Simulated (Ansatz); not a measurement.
From input file to script: PbI₂, space group P-3m1 in Ansatz 0.2.0.

```yaml
crystal:
  lattice:
    - [4.555, 0.0, 0.0]
    - [-2.2775, 3.944746, 0.0]
    - [0.0, 0.0, 6.977]
  atoms:
    - { symbol: Pb, position: [0.0, 0.0, 0.0] }
    - { symbol: I, position: [0.333333, 0.666667, 0.265] }
    - { symbol: I, position: [0.666667, 0.333333, 0.735] }
kpoints:
  mp_grid: { grid: [4, 4, 3] }
hamiltonian:
  xc: pbe
scf:
  occupations: { method: fixed }
basis:
  ecutwfc: "18 Ha"
output:
  forces: true
  stress: true
  eigenvalues: true
```

Launched from the shell:
```console
$ ansatz run input.yaml --threads 1 --pin off --max-ram 3072MiB --backend cpu --events-out ev --progress --plain --runs-dir out
Warning: the atoms were moved onto the symmetric positions of the space group found under crystal.symmetry.tolerance 1.0e-5 (fractional; no operation is sought that the atoms, as they stand in a round, miss by more than twice it, and no atom is moved by as much as it), and the run uses the moved positions. Before a round's move an operation carried an atom to 4.56e-6 Å from where it should land, [...]
Engine: ansatz 0.2.0, aarch64-unknown-linux-gnu
Pseudopotentials: kind: paw
Pseudopotential: Pb, paw, valence charge 14, recommended cutoff 420 eV (normal), Pb.paw.azcp
Pseudopotential: I, paw, valence charge 17, recommended cutoff 420 eV (normal), I.paw.azcp
Functional definition: PBE
  parameter kappa = 0.804
  parameter beta = 0.06672455060314922
  exchange = pbe_x(kappa = kappa, mu = beta*pi^2/3)
  correlation = pbe_c(beta = beta)
Crystal: 3 atoms, lattice volume = 125.365 Å³
Basis set: ecut = 489.804952427784 eV, 3055 PW (Γ), exchange–correlation on 72×72×108 points (8 copies of the dense FFT grid, shifted against one another)
Bands: 29, of which v1, the nominal top of the filled ones, is band 24 counted from 1 (23 counted from 0)
Symmetry: 12 space group operations
Space group: P-3m1 (ITA 164), of the structure as read, at distance tolerance 5.0e-5 Å
k-points: 9 of 48
Non-local potential: Pb, projectors of the file, l = 0: 2, l = 1: 2, l = 2: 2, l = 3: 2
Non-local potential: I, projectors of the file, l = 0: 2, l = 1: 2, l = 2: 2, l = 3: 2
PAW form: soft (Blöchl's): semilocal exchange-correlation on the pseudo side does not see the compensation charge
PAW one-centre angular grid: Pb, 590 points (default); XC on 64 Gauss nodes
PAW one-centre angular grid: I, 590 points (default); XC on 64 Gauss nodes
Initial density: superposition of atomic densities (neutral atoms: chi_scale 0, normalization atom), corrected by the library's trained network
Initial wavefunctions: pseudopotential atomic-orbital guess
Functional: x = pbe(κ = 0.804, μ = 0.2195149727645171), c = pbe(β = 0.06672455060314922)
SCF iter   1: F=—  HF=-26934.180240 eV  |F-HF|=—  |Δ(HF+E_count)|=         —  Δρ=5.64e-4  dr2=2.97e-4  ethr=1.77e-3  ⟨swp⟩=5.3  Hψ=984  notcnv=0  defer=22
preconditioner: auto → Resta (q_TF=auto, 2.325 Å⁻¹)  ε∞=2.7  [insulator: Δε(μ)=2.405 eV  Ē_g=13.432 eV  n_scr=22 (ndim 8)  ℏωp=17.5 eV  f_vac=0.121  ε∞_Penn≈2.7]
SCF iter   2: F=—  HF=-26934.178757 eV  |F-HF|=—  |Δ(HF+E_count)|=   1.48e-3  Δρ=4.15e-4  dr2=1.55e-4  ethr=6.19e-7  ⟨swp⟩=3.0  Hψ=668  notcnv=0  defer=25
SCF iter   3: F=—  HF=-26934.178785 eV  |F-HF|=—  |Δ(HF+E_count)|=   2.72e-5  Δρ=2.71e-4  dr2=4.99e-5  ethr=3.22e-7  ⟨swp⟩=2.2  Hψ=468  notcnv=0  defer=14
automatic band count: iteration 3 solves 28 bands in place of 29: the levels show a gap, and the empty bands left out lie too high to hold charge; the band table lists the bands solved (type scf.n_extra_bands for more)
SCF iter   4: F=—  HF=-26934.178875 eV  |F-HF|=—  |Δ(HF+E_count)|=   9.02e-5  Δρ=7.95e-5  dr2=5.45e-6  ethr=1.04e-7  ⟨swp⟩=2.0  Hψ=471  notcnv=0  defer=10
SCF iter   5: F=—  HF=-26934.178893 eV  |F-HF|=—  |Δ(HF+E_count)|=   1.79e-5  Δρ=6.21e-5  dr2=4.20e-6  ethr=1.14e-8  ⟨swp⟩=2.0  Hψ=333  notcnv=0  defer=15
SCF iter   6: F=—  HF=-26934.178891 eV  |F-HF|=—  |Δ(HF+E_count)|=   2.14e-6  Δρ=1.28e-5  dr2=1.41e-7  ethr=8.75e-9  ⟨swp⟩=2.0  Hψ=468  notcnv=0  defer=15
SCF iter   7: F=-26934.178890 eV  HF=-26934.178890 eV  |F-HF|=4.71e-8  |Δ(HF+E_count)|=   1.80e-8  Δρ=6.03e-6  dr2=3.87e-8  ethr=2.08e-10  ⟨swp⟩=10.7  Hψ=1432  notcnv=0
SCF 1 converged in 7 iterations: F = -26934.178890 eV  dr2 = 3.87e-8
  greatest PAW one-centre occupation: 0.999 electrons in one spin orbital (limit 2), on the I atom at site 2 (counted from 0), in its partial waves of l = 2
SCF converged after 7 iterations
Free energy (F): -26934.178890 eV
Harris-Foulkes:  -26934.178890 eV  (|F-HF|=4.71e-8)
Internal energy: -26934.178890 eV  (E = F + TS)
E sigma→0 (E₀):  -26934.178890 eV
Fermi energy:    5.036931 eV
--- Per-component energies (eV) ---
  E_band       = -870.776673
  E_kinetic    = 664.476686
  E_local      = -5494.444748  (includes V_loc(G=0)·N_el)
  E_nonlocal   = 167.955160
  E_hartree    = 2671.659016
  E_xc         = -477.301491
  E_vxc        = -389.805860  (∫ρ·V_xc dr)
  E_paw        = -20034.838220  (= ΣΔE_a)
  E_vpaw       = -1162.289668  (= ΣTr[D̂ρ^β])
  E_aug_tail   = -0.000010  (compensation charges beyond the density's cutoff)
  E_ewald      = -4431.685283
  E_smearing   = -0.000000  (= −TS)
  E_closure    = 0.000000  (closes the sum)
  Σ components = -26934.178890   (vs F -26934.178890, Δ=0.00e0)
--- Forces (eV/Å), atoms counted from 1 ---
  atom   1  Pb     0.00000000    -0.00000000     0.00000000
  atom   2  I      0.00000000    -0.00000000     0.17900892
  atom   3  I     -0.00000000     0.00000000    -0.17900892
  max |Σ_I F_I| component: 2.31e-18 eV/Å
--- Stress (GPa, compression-positive) ---
        1.822911       0.000000       0.000000
        0.000000       1.822911      -0.000000
        0.000000      -0.000000       1.882769
  P = ⅓ Tr σ = 1.8429 GPa (18.429 kbar)
--- Band table (eV; the first three rows and the last of 9) ---
  k-point 0: bands = ["-38.7476", "-38.7476", "-38.7474", "-38.7473", "-38.7472", "-38.7472", "-38.7431", "-38.7431", "-38.7431", "-38.7431", "-10.9646", "-10.9646", "-10.9508", "-10.9421", "-10.9421", "-7.0657", "-6.3162", "-1.7295", "4.0046", "4.1329", "4.1329", "4.2243", "4.2243", "4.4458", "7.6204", "8.5173", "8.5173", "11.5706"]
  k-point 1: bands = ["-38.7475", "-38.7475", "-38.7474", "-38.7473", "-38.7472", "-38.7472", "-38.7431", "-38.7431", "-38.7430", "-38.7430", "-10.9646", "-10.9646", "-10.9507", "-10.9421", "-10.9421", "-6.9546", "-6.4740", "-1.5827", "3.3814", "4.0188", "4.0188", "4.3708", "4.3708", "5.0369", "7.4404", "8.3757", "8.3757", "11.6423"]
  k-point 2: bands = ["-38.7476", "-38.7476", "-38.7474", "-38.7473", "-38.7472", "-38.7471", "-38.7431", "-38.7430", "-38.7430", "-38.7430", "-10.9856", "-10.9597", "-10.9480", "-10.9417", "-10.9376", "-6.8005", "-6.2119", "-1.9188", "2.5491", "3.1651", "3.4404", "4.3970", "4.4303", "4.9299", "7.9931", "8.7907", "8.9040", "11.0063"]
  k-point 8: bands = ["-38.7476", "-38.7475", "-38.7474", "-38.7472", "-38.7472", "-38.7471", "-38.7430", "-38.7430", "-38.7429", "-38.7429", "-10.9944", "-10.9704", "-10.9434", "-10.9409", "-10.9323", "-6.3804", "-6.2142", "-2.2317", "2.1677", "2.5242", "2.9534", "3.8491", "4.3767", "4.9250", "8.5167", "8.9277", "9.4469", "11.5685"]
```

The cells in order, each with its output:

```python
from collections import Counter
import json

import ansatz as az
import numpy as np
```

```python
deck = {
    "crystal": {
        "lattice": [[4.555, 0.0, 0.0], [-2.2775, 3.944746, 0.0], [0.0, 0.0, 6.977]],
        "atoms": [
            {"symbol": "Pb", "position": [0.0, 0.0, 0.0]},
            {"symbol": "I", "position": [0.333333, 0.666667, 0.265]},
            {"symbol": "I", "position": [0.666667, 0.333333, 0.735]},
        ],
    },
    "kpoints": {"mp_grid": {"grid": [4, 4, 3]}},
    "hamiltonian": {"xc": "pbe"},
    "scf": {"occupations": {"method": "fixed"}},
    "basis": {"ecutwfc": "18 Ha"},
    "output": {"forces": True, "stress": True, "eigenvalues": True},
}
```

```python
planned = az.Session.from_dict(deck).plan(threads=1, pin="off")
result = planned.execute()
rep = result.report

rep["kweights"]
```

    DeckWarning: the atoms were moved onto the symmetric positions of the space group found under crystal.symmetry.tolerance 1.0e-5 (fractional; no operation is sought that the atoms, as they stand in a [...]
    [0.020833333333333332, 0.041666666666666664, 0.125, 0.125, 0.125, 0.0625, 0.125, 0.125, 0.25]

```python
{key: value for key, value in rep.items() if isinstance(value, (int, float)) and "ev" in key}
```

    {'n_hpsi_unsolved_levels': 204,
     'gap_by_band_count_ev': 2.4034443003953676,
     'fermi_energy_ev': 5.036931393825733,
     'harris_foulkes_ev': -26934.178890493567,
     'scf_correction_max_component_ev_ang': 0.0018838687648989674,
     'free_energy_ev': -26934.1788904465,
     'internal_energy_ev': -26934.1788904465,
     'lagrangian_ev': -26934.1788904465,
     'energy_sigma0_ev': -26934.1788904465,
     'lagrangian_sigma0_ev': -26934.1788904465,
     'entropy_ts_ev': 0.0,
     'loop_fermi_energy_ev': 5.036931393825733,
     'occupations_fermi_energy_ev': 5.036931393825733}

```python
energy = rep["free_energy_ev"]
print("PbI2: {:.6f} eV = {:.6f} Ry = {:.6f} Ha".format(energy, energy / 13.605693, energy / 27.211386))
print("Fermi level {:.4f} eV, {} k-points, {} symmetry operations".format(rep["fermi_energy_ev"], rep["n_kpoints"], rep["n_symmetry_ops"]))
```

    PbI2: -26934.178890 eV = -1979.625653 Ry = -989.812827 Ha
    Fermi level 5.0369 eV, 9 k-points, 12 symmetry operations

```python
# forces, one row an atom
print("forces (eV/A)")
for site, force in zip(result.lattice.sites, rep["forces_ev_ang"]):
    print(f"  {site.symbol:2s} {force[0]:9.4f} {force[1]:9.4f} {force[2]:9.4f}")
```

    forces (eV/A)
      Pb    0.0000   -0.0000    0.0000
      I     0.0000   -0.0000    0.1790
      I    -0.0000    0.0000   -0.1790

```python
# pressure is a third of the trace
sigma = rep["stress_gpa"]
voigt = [sigma[0][0], sigma[1][1], sigma[2][2], sigma[1][2], sigma[0][2], sigma[0][1]]
print("stress xx yy zz yz xz xy (GPa, compression positive):", " ".join(f"{s:.3f}" for s in voigt))
print("P =", round(10 * float(np.mean(voigt[:3])), 2), "kbar")
```

    stress xx yy zz yz xz xy (GPa, compression positive): 1.823 1.823 1.883 -0.000 0.000 0.000
    P = 18.43 kbar

```python
gap = None if "band_edges_ev" not in rep else rep["band_edges_ev"][1] - rep["band_edges_ev"][0]
print("gap on the k mesh:", "withheld (metal, or smearing too wide to tell)" if gap is None else f"{gap:.3f} eV")
print("lowest empty less highest filled band, by band count:", round(rep["gap_by_band_count_ev"], 3), "eV")
```

    gap on the k mesh: 2.403 eV
    lowest empty less highest filled band, by band count: 2.403 eV

```python
keep = ["free_energy_ev", "energy_sigma0_ev", "fermi_energy_ev", "n_iterations", "converged", "magnetization_mub", "n_kpoints"]
with open("pbi2.json", "w") as handle:
    json.dump({key: rep[key] for key in keep}, handle, indent=1)
```

```python
told = Counter((n["data"]["severity"], n["data"]["kind"]) for n in result.notices if n["event"] == "notice")
for (severity, kind), count in sorted(told.items()):
    print(f"{severity:8s} {kind} x{count}")
```

    audit    band_cg_iterations x1
    audit    loop_bands_changed x1
    audit    preconditioner_resolved x1

Notes:
- Absolute energies stand on the zero of these potentials, so only differences at equal settings mean something. A total without «per atom» is that of the cell as typed.
- Along an axis with an odd division the mesh misses the point at one half; a gap read on a finite mesh is an upper bound on this functional's gap.
- Spin-orbit coupling, left out here, can change this gap by several tenths of an eV, and inverted bands can meet off the mesh.
- The Fermi level of a run with fixed occupations marks the highest occupied state on its mesh, not mid-gap.
- Only differences from the Fermi energy are physical; the zero of the scale is a convention.
- The structure is a deposited one; some such entries were measured under pressure or heat, so a shift against it needn't be the functional's error alone.
- Gaps and levels are Kohn-Sham values on a finite set of k-points, without spin-orbit coupling.
- Warnings are shown shortened and without file and line.
- The whole script took 3.2 s on 1 thread of Arm Neoverse V1 (shared host), peak memory 0.45 GiB.

(Lines on the test bed's own set-up are left out of the output.)
